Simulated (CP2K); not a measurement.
**As under changes of volume**

One of the cells (21.530 Å³/atom); the others are scaled copies at fixed shape and fractional positions:

```xyz
2
Lattice="4.1310 0.0000 0.0000 2.4184 3.3491 0.0000 2.4184 1.2367 3.1124" Properties=species:S:1:pos:R:3 pbc="T T T"
As    2.0267    1.0364    0.7034
As    6.9411    3.5494    2.4090
```

| Property | Result |
| --- | --- |
| Program | CP2K 2026.2 |
| Functional | PBE |
| Potentials or basis | POTENTIAL_UZH As GTH-PBE-q5; TZVP-MOLOPT-PBE-GTH basis |
| Density cutoff | 6123 eV |
| k mesh | 9 × 9 × 9 |
| Occupations | fermi-dirac, width 0.05 eV |
| Spin | no spin polarisation |

```csv
volume (Å³/atom),energy over the lowest point (meV/atom),pressure (GPa),largest force (eV/Å)
20.239,75.17,10.4,1.005
20.669,50.22,8.2,0.834
21.100,30.89,6.2,0.674
21.530,?,?,?
21.961,7.03,2.8,0.383
22.392,1.61,1.3,0.251
22.822,0.00,-0.1,0.126
```

**Question.** What does the run at 21.530 Å³/atom give?

**Answer.** Energy over the lowest point 16.65 meV/atom; pressure 4.4 GPa; largest force 0.524 eV/Å.

Worked out: A Birch-Murnaghan fit of order 3 (a polynomial in V^(-2/3)) to the other rows has its minimum at 22.80 Å³/atom with B0 = V·E''(V) = 68 GPa and B' = 4.1 at fixed shape and positions, which overstates the stiffness. It gives 16.66 meV/atom at 21.530 Å³/atom, against the run's 16.65, and -dE/dV = 4.4 GPa, against 4.4.

Energies are extrapolated to zero smearing.

Caveats: the basis of atomic orbitals isn't converged, which shifts pressures, moduli and gaps; forces of over 1 eV/Å show positions far from the minimum, so gaps and moduli don't describe the material at rest (some runs).
